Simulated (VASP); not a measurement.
**CdTe: relaxation of cell and atoms with PBEsol**

Crystal: CdTe.

```
CELL_PARAMETERS angstrom
0.00000 3.24777 3.24777
3.24777 0.00000 3.24777
3.24777 3.24777 0.00000
ATOMIC_POSITIONS crystal
Cd 0.00000 0.00000 0.00000
Te 0.25000 0.25000 0.25000
```

The cell was built by a generator and needn't be a form met in nature.

* Program: VASP 6.6.1
* Task: relaxation of cell and atoms
* Functional: PBEsol
* Potentials or basis: VASP PAW PBE potentials, release 64 (Cd, Te)
* Cutoff: 600 eV
* k mesh: 10 × 10 × 10
* Occupations: gaussian, width 0.03 eV
* Spin: no spin polarisation
* Further INCAR settings: ALGO = Normal; EDIFF = 1e-07; IBRION = 2; EDIFFG = -0.005; NSW = 90; ISIF = 3

```yaml
Pressure_after_relaxing: 0.0 GPa
Band_gap_on_the_k_mesh: 0.64 eV, direct
```

Final structure:
```
Cd Te
1.0
     0.00000    3.24777    3.24777
     3.24777    0.00000    3.24777
     3.24777    3.24777    0.00000
Cd Te
1 1
Direct
  0.00000 0.00000 0.00000
  0.25000 0.25000 0.25000
```

Levels at points of the mesh, in eV from the valence-band top:
```
           k point  band 6  band 7  band 8  band 9  band 10  band 11  band 12  band 13
(0.00, 0.00, 0.00)   -7.97    0.00    0.00    0.00     0.64     4.55     4.55     4.55
(0.50, 0.00, 0.00)   -7.63   -4.44   -0.77   -0.77     1.73     5.13     5.13     6.93
(0.50, 0.50, 0.00)   -7.50   -4.32   -1.86   -1.86     2.51     2.60     8.69     9.04
```

It took 12 s on 2 MPI ranks on Intel(R) Xeon(R) 6975P-C (Granite Rapids) (shared host), peak memory 0.26 GiB a rank.

Caveat: the relaxation stopped at its first step, so nothing moved; the PAW data sets were made with another functional, which shifts forces and pressure a little; spin-orbit coupling is left out, which moves the levels of the heavy elements.
